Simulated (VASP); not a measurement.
**Pd under changes of volume**

One of the cells (15.098 Å³/atom); the others are scaled copies at fixed shape and fractional positions:

```
Pd
1.0
    -1.55700    1.55700    1.55700
     1.55700   -1.55700    1.55700
     1.55700    1.55700   -1.55700
Pd
1
Direct
  0.00000 0.00000 0.00000
```

This isn't the form of Pd at room conditions, which is fcc.

- Program: VASP 6.6.1
- Functional: r2SCAN
- Potentials or basis: VASP PAW PBE potentials, release 64 (Pd)
- Cutoff: 520 eV
- k mesh: 10 × 10 × 10
- Occupations: fermi-dirac, width 0.05 eV
- Spin: no spin polarisation

```tsv
volume (Å³/atom)	energy over the lowest point (meV/atom)	pressure (GPa)
14.494	?	?
14.796	3.43	3.8
15.098	0.00	0.0
15.400	3.42	-3.4
15.702	12.87	-6.4
```

Task: What does the run at 14.494 Å³/atom give?

Result: Energy over the lowest point 14.65 meV/atom; pressure 8.2 GPa.

Worked out: A Birch-Murnaghan fit of order 2 (a polynomial in V^(-2/3)) to the other rows has its minimum at 15.09 Å³/atom with B0 = V·E''(V) = 179 GPa. It gives 14.29 meV/atom at 14.494 Å³/atom, against the run's 14.65, and -dE/dV = 7.9 GPa, against 8.2.

Energies are extrapolated to zero smearing.

Caveats: the PAW data sets were made with another functional, which shifts forces and pressure a little.
